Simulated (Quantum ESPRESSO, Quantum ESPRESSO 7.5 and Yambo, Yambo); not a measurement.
**InP (F-43m): G0W0 with and without spin-orbit coupling**

Aim: spinor G0W0 for InP (F-43m) beside the scalar-relativistic result.

Method: PBE and many-body steps on it, plane waves, in Quantum ESPRESSO 7.5 and Yambo 5.3.0.

The database entry behind the starting cell differs from later determinations by our own check (0.1 to 0.3 % short, probably kX units), so it need not match the best structure at ambient conditions.

### Step 1. The structure

Symmetry: F-43m, No. 216, cubic system. The conventional cell has a = 5.861 Å, b = 5.861 Å, c = 5.861 Å, α = 90.00°, β = 90.00°, γ = 90.00°. Nearest to In lie 4 P at 2.54 Å. Nearest to P lie 4 In at 2.54 Å. Farther neighbours are not listed.

The cell and positions come from the Crystallography Open Database and are kept as given unless a step says otherwise.

### Step 2. Empty states on the mesh, 4×4×4 mesh, 255 bands

This step: Quantum ESPRESSO 7.5; DFT, PBE, plane waves, norm-conserving pseudopotentials.

The sums over transitions need many empty states on a uniform mesh; this step solves for them.

pw.in

```
&control
  calculation = 'nscf'
  prefix = 'x'
  outdir = 'o'
  pseudo_dir = 'pseudo'
/
&system
  ibrav = 0
  nat = 2
  ntyp = 2
  ecutwfc = 70.0
  nbnd = 255
  force_symmorphic = .true.
/
&electrons
  conv_thr = 1e-9
  electron_maxstep = 80
  diago_full_acc = .true.
  diago_thr_init = 5e-6
/
ATOMIC_SPECIES
  In 114.82 In.upf
  P 30.974 P.upf
CELL_PARAMETERS angstrom
  0.0000000000 2.9305000000 2.9305000000
  2.9305000000 -0.0000000000 2.9305000000
  2.9305000000 2.9305000000 0.0000000000
ATOMIC_POSITIONS crystal
  In 0.0000000000 0.0000000000 0.0000000000
  P 0.2500000000 0.2500000000 0.2500000000
K_POINTS automatic
  4 4 4 0 0 0
```

Run with:

```bash
$ OMP_NUM_THREADS=1 mpirun -n 8 pw.x -nk 4 -in pw.in > pw.out
```

The log of the run:

```text
Program PWSCF v.7.5 starts

     This program is part of the open-source Quantum ESPRESSO suite
     for quantum simulation of materials; please cite
         "P. Giannozzi et al., J. Phys.:Condens. Matter 21 395502 (2009);
         "P. Giannozzi et al., J. Phys.:Condens. Matter 29 465901 (2017);
         "P. Giannozzi et al., J. Chem. Phys. 152 154105 (2020);
     in publications or presentations arising from this work. More details at

     Atomic positions and unit cell read from directory:
     o/x.save/

     Message from routine setup:
[...]
64.6051  66.9422  66.9422  66.9964  67.2396  67.2396  68.3636  69.0371
     [... 20 further rows ...]
   157.4552 157.4552 157.5696 157.5696 157.7424 159.2325 159.7311 159.7311
   160.1258 160.5575 160.5575 160.7460 161.1889 161.1889 161.4097

          k = 0.3536 0.0000 0.0000 (  3359 PWs)   bands (ev):

     [... further k-points ...]

     highest occupied, lowest unoccupied level (ev):     8.3156    9.0241

     XML data file, pseudopotentials, collected wavefunctions

=------------------------------------------------------------------------------=
   JOB DONE.
=------------------------------------------------------------------------------=
```

Wall time 19 s (8 MPI ranks of Intel Xeon Platinum 8375C at 2.90GHz (Ice Lake), shared host); peak memory 0.78 GiB; 2.5 min of CPU time.

This step gave:

| Item | Value |
| --- | --- |
| gap | 0.7085 eV |
| k of the valence top | 0, 0, 0 |
| k of the conduction bottom | 0, 0, 0 |
| least direct gap | 0.7085 eV |
| k points computed | 8 |
| lowest point of the top converged band, above the valence top | 150.1249 eV |

On this mesh the gap is 0.709 eV.

The density comes from a self-consistent run that is not shown.

### Step 3. Conversion and set-up

This step: Yambo 5.3.0; conversion and set-up on PBE, plane waves, norm-conserving pseudopotentials.

The states are converted to the many-body program's format and the q mesh is built.

Run with:

```bash
$ (cd o/x.save; p2y > p2y.log; mv SAVE ../..); yambo > setup.log
```

The log of the run:

```text
 Yambo, version 5.3.0

 [02] CORE Variables Setup
 =========================

  [02.01] Unit cells
  ==================

  Cell kind             :  FCC
  Atoms in the cell     :  In  P
  number of In atoms    :  1
  number of P  atoms    :  1

  List of atomic masses
  Mass of In    :  114.8200
  Mass of P     :  30.97400

  List of atomic coordinates    : [cc]
  In1       :  0.000000  0.000000  0.000000  order 1
  P1       :  2.768921  2.768921  2.768921  order 2

  Alat factors          :  5.537842  5.537842  5.537842 [a.u.]
  Direct lattice volume :  339.6658 [a.u.]
[...]
==========================================

 IBZ Q-points                                      :   8
 BZ  Q-points                                      :   64

 K/Q-points units:
 rlu = crystal or reduced units; cc = cartesian coordinates; iku = interal k-units

 Q [1]          [rlu]:  0.000000  0.000000  0.000000
 Q [2]          [rlu]:  0.54193E-16  0.26437E-16  0.25000
 Q [3]          [rlu]: -0.10839E-15 -0.52875E-16 -0.50000
[...]
Q [7]          [rlu]:  0.17475E-18 -0.50000     -0.50000
 Q [8]          [rlu]:  0.250000 -0.500000 -0.250000

  [03.01] X indexes
  =================

   [03.01.01] Sigma indexes
   ========================

 [06] Game Over & Game summary
```

Wall time 3.6 s (1 MPI rank); peak memory 0.24 GiB.

### Step 4. Scalar-relativistic

G0W0 replaces the xc potential by the self-energy, built once from these orbitals. Only a window of levels is corrected, while the sums run over the empty bands that the input names.

This step: G0W0 on PBE, plane waves, norm-conserving pseudopotentials.

gw1.in

```
HF_and_locXC
gw0
dyson
ppa
em1d
rim_cut
RandQpts= 1000000
RandGvec= 1 RL
EXXRLvcs= 70 Ry
VXCRLvcs= 280 Ry
Chimod= "HARTREE"
% BndsRnXp
 1 | 255 |
%
NGsBlkXp= 17 Ry
% LongDrXp
 1 | 1 | 1 |
%
% GbndRnge
 1 | 255 |
%
DysSolver= "n"
ExtendOut
PPAPntXp= 27.21138 eV
% QPkrange
 1 | 1 | 12 | 15 |
%
```

Run with:

```bash
$ OMP_NUM_THREADS=1 mpirun -n 8 yambo -F gw1.in -J gw1 -C gw1 > gw1.log
```

The log of the run:

```text
 Yambo, version 5.3.0

 [02] CORE Variables Setup
 =========================

  [... cell, symmetries and grids as in the set-up ...]

  [02.05] Energies & Occupations
  ==============================

  [X] === General ===
  [X] Electronic Temperature                        :  0.000000  0.000000 [eV K]
  [X] Bosonic    Temperature                        :  0.000000  0.000000 [eV K]
  [X] Finite Temperature mode                       : no
  [X] El. density                                   :  0.51656E+24 [cm-3]
  [X] Fermi Level                                   :  8.315601 [eV]

  [X] === Gaps and Widths ===
  [X] Conduction Band Min                           :  0.708540 [eV]
  [X] Valence Band Max                              :  0.000000 [eV]
  [X] Filled Bands                                  :  13
  [X] Empty Bands                                   :   14  255
  [X] Direct Gap                                    :  0.708540 [eV]
  [X] Direct Gap localized at k                     :  1
  [X] Indirect Gap                                  :  0.708540 [eV]
  [X] Indirect Gap between kpts                     :  1  1
  [X] Last valence band width                       :  2.910585 [eV]
  [X] 1st conduction band width                     :  3.584445 [eV]

 [03] Transferred momenta grid and indexing
 ==========================================

 IBZ Q-points                                      :   8
 BZ  Q-points                                      :   64

 K/Q-points units:
 rlu = crystal or reduced units; cc = cartesian coordinates; iku = interal k-units

 Q [1]          [rlu]:  0.000000  0.000000  0.000000
 Q [2]          [rlu]:  0.54193E-16  0.26437E-16  0.25000
 Q [3]          [rlu]: -0.10839E-15 -0.52875E-16 -0.50000
 Q [4]          [rlu]: -0.87374E-19  0.25000      0.25000
 Q [5]          [rlu]:  0.23853E-16  0.25000      0.50000
 Q [6]          [rlu]:  0.44978E-16  0.25000     -0.25000
 Q [7]          [rlu]:  0.17475E-18 -0.50000     -0.50000
 Q [8]          [rlu]:  0.250000 -0.500000 -0.250000

 [04] Coloumb potential Random Integration (RIM)
 ===============================================

  [04.01] RIM initialization
  ==========================

  * Diagonal components only detected *

  8 x (sBL volume)        :  0.091285 [a.u.]
  sBZ random points       :  1000000
  Points outside the sBZ  :   7999624
  RL volume               :  0.730277 [a.u.]
  Integrated volume       :  0.730312 [a.u.]

  [04.02] RIM integrals
  =====================

  Gamma point sphere radius             :  0.081674 [a.u.]
  Points outside the sphere             :   799635
  [Int_sBZ(q=0) 1/q^2]*(Vol_sBZ)^(-1/3) =:  7.763403
                                 should be <:  7.795600

  Summary of Coulomb integrals for non-metallic bands |Q|[au] RIM/Bare

  Q [1] 0.100000E-4 0.995870 * Q [2] 0.245646 1.064378
  Q [4] 0.283648 1.062979 * Q [6] 0.401138 1.025806
  Q [5] 0.470377 1.018843 * Q [3] 0.491292 1.016674
  Q [7] 0.567295 1.013309 * Q [8] 0.634256 1.010147

 [05] Dipoles
 ============

  [05.01] Setup: observables and procedures
  =========================================

 [06] Dynamic Dielectric Matrix (PPA)
 ====================================

 [SLK-Inversion]  Pools        :  2
 [SLK-Inversion]  BLACS grid   :  2  2

 [WR./gw1//ndb.pp]---------------------------------------------------------------
  Brillouin Zone Q/K grids (IBZ/BZ)                :    8   64    8   64
  RL vectors                                       :   4279 [WF]
  Coulomb cutoff potential                         : none
  Electronic Temperature                           :  0.000000 [K]
  Bosonic    Temperature                           :  0.000000 [K]
  PPA    diel. fun.  energies                      : Perdew, Burke & Ernzerhof(X)+Perdew, Burke & Ernzerhof(C)
  wavefunctions                                    : Perdew, Burke & Ernzerhof(X)+Perdew, Burke & Ernzerhof(C)
  Global Gauge                                     : length
  X matrix size                                    :   459
  X band range                                     :    1  255
  X e/h energy range                               : -1.000000 -1.000000 [eV]
  X Time ordering                                  : R
  X Hxc Kernel                                     : HARTREE
  X Drude frequency                                :  0.000000  0.000000
  X poles                                          :  100.0000 [o/o]
  RL vectors in the sum                            :   4279
  [r,Vnl] included                                 : yes
  Field direction                                  :  0.577350E-5  0.577350E-5  0.577350E-5
  BZ energy Double Grid                            : no
  BZ energy DbGd points                            : 0
  BZ Q point size factor                           : -1.000000
  X Optical Averaged directions                    : none

 [07] Local Exchange-Correlation + Non-Local Fock
 ================================================

 [VXC] Plane waves :  26813
 [EXS] Plane waves :   3479

 QP @ state[ 1 ] K range:  1  1
 QP @ state[ 1 ] b range:  12  15

 [xc] Functional : Perdew, Burke & Ernzerhof(X)+Perdew, Burke & Ernzerhof(C)
 [xc] LIBXC used to calculate xc functional
  PP Number of Atomic Species                      :  2
  NLCC RL compoments                               :  26813
  PP Number of Atomic Species                      :  2
  NLCC RL compoments                               :  26813

 [xc] E_xc :  -18.18806 [Ha]
      E_xc :  -36.37611 [Ry]

  Local XC kind (lXC) : Perdew, Burke & Ernzerhof(X)+Perdew, Burke & Ernzerhof(C)
  Non-Local XC kind (nlXC) : Hartree-Fock

  Corrections @ K [1] :  [eV]
 <12|nlXC|12> = -14.71612 -0.92402E-17 <12|lXC|12> = -12.92318  0.000000
 <13|nlXC|13> = -14.71613 -0.44679E-17 <13|lXC|13> = -12.92318  0.000000
 <14|nlXC|14> = -7.792501  0.26874E-17 <14|lXC|14> = -11.72643  0.000000
 <15|nlXC|15> = -6.366642  0.24644E-17 <15|lXC|15> = -10.79005  0.000000

 [08] Dyson equation: Newton solver
 ==================================

  [08.01] G0W0 (W PPA)
  ====================

  [  GW  ] Bands range     :    1  255
  [GW/PPA] G damping       :  0.100000 [eV]

  QP @ state[ 1 ] K range:  1  1
  QP @ state[ 1 ] b range:  12  15

   Sc/G bands                                       :    1  255
   Sc/G damping                                     :  0.100000 ev
   Sc bands terminator                              : no
   Sx RL components                                 :   3479

   QP @ state[ 1 ] K range                          :  1  1
   QP @ state[ 1 ] b range                          :  12  15
   GF energies kind                                 : Perdew, Burke & Ernzerhof(X)+Perdew, Burke & Ernzerhof(C)
   GF WF`s kind                                     : Perdew, Burke & Ernzerhof(X)+Perdew, Burke & Ernzerhof(C)
   Xs energies kind                                 : Perdew, Burke & Ernzerhof(X)+Perdew, Burke & Ernzerhof(C)
   Xs WF`s kind                                     : Perdew, Burke & Ernzerhof(X)+Perdew, Burke & Ernzerhof(C)

 [11] Game Over & Game summary
```

It took 8.2 min on 8 MPI ranks; peak memory 4 GiB.

This step gave:

* G0W0 gap on the points computed: 1.408 eV
* starting gap on the mesh: 0.7085 eV
* k of the valence top: 0, 0, 0
* k of the conduction bottom: 0, 0, 0
* least direct G0W0 gap on the computed points: 1.408 eV
* Z at the valence top: 0.7804
* Z at the conduction bottom: 0.7939

The gap on the mesh goes from 0.71 eV to 1.41 eV, a correction of +0.70 eV.

### Step 5. Empty states on the mesh, 4×4×4 mesh, 510 bands

This step: Quantum ESPRESSO 7.5; DFT, PBE with spin-orbit coupling, plane waves, norm-conserving pseudopotentials.

Edit pw.in of step 2 so:

```diff
@@ -11,4 +11,6 @@
   ecutwfc = 70.0
-  nbnd = 255
+  nbnd = 510
   force_symmorphic = .true.
+  noncolin = .true.
+  lspinorb = .true.
 /
```

Run with:

```bash
$ OMP_NUM_THREADS=1 mpirun -n 8 pw.x -nk 4 -in pw.in > pw.out
```

The log of the run:

```text
[banner, memory and clock lines left out]
Program PWSCF v.7.5 starts

     Atomic positions and unit cell read from directory:
     o/x.save/

     Message from routine setup:
     using ibrav=0 with symmetry is DISCOURAGED, use correct ibrav instead

     bravais-lattice index     =            0
     lattice parameter (alat)  =       7.8317  a.u.
     unit-cell volume          =     339.6658 (a.u.)^3
     number of atoms/cell      =            2
     number of atomic types    =            2
     number of electrons       =        26.00
[...]
162.2911 162.2918 162.6864 162.6864 162.8942 162.8942

          k =-0.3536-0.3536 0.3536 (  3354 PWs)   bands (ev):

  -106.6324-106.6324 -69.7390 -69.7390 -63.0932 -63.0932 -63.0931 -63.0931
[...]
37.6822  37.6822  39.4469  39.4469  39.6345  39.6345  39.9933  39.9933
     [... 52 further rows ...]
   160.1267 160.1267 160.5533 160.5533 160.5659 160.5659 160.7471 160.7471
   161.1724 161.1724 161.2095 161.2095 161.4138 161.4138

          k = 0.3536 0.0000 0.0000 (  3359 PWs)   bands (ev):

     [... further k-points ...]

     highest occupied, lowest unoccupied level (ev):     8.3499    9.0312

     XML data file, pseudopotentials, collected wavefunctions
```

The job ended after 1.8 min (8 MPI ranks; peak memory 1.9 GiB; 15 min of CPU time).

This step gave:

```
gap                                                           : 0.6813 eV
k of the valence top                                          : 0, 0, 0
k of the conduction bottom                                    : 0, 0, 0
least direct gap                                              : 0.6813 eV
k points computed                                             : 8
lowest point of the top converged band, above the valence top : 150.0936 eV
```

On this mesh the gap is 0.681 eV.

The density comes from a self-consistent run that is not shown, made with spin-orbit coupling and fully relativistic files.

[end of part 1 of 2]

[Paths, hosts, dates, memory and timing lines, banners, echoed tables and standing remarks are left out of the program output.]

[Logs are printed without paths, hosts, clocks, repeated set-up lines and the standing remarks that a program may print on its own settings, such as how far it seeks lower states.]

[Runs of the session that timed out or met a known fault of the program may be left out.]

[Hosts, paths, dates, database ids (printed as entryN), source tags and the programs' standing remarks are cut or masked in the printed files.]
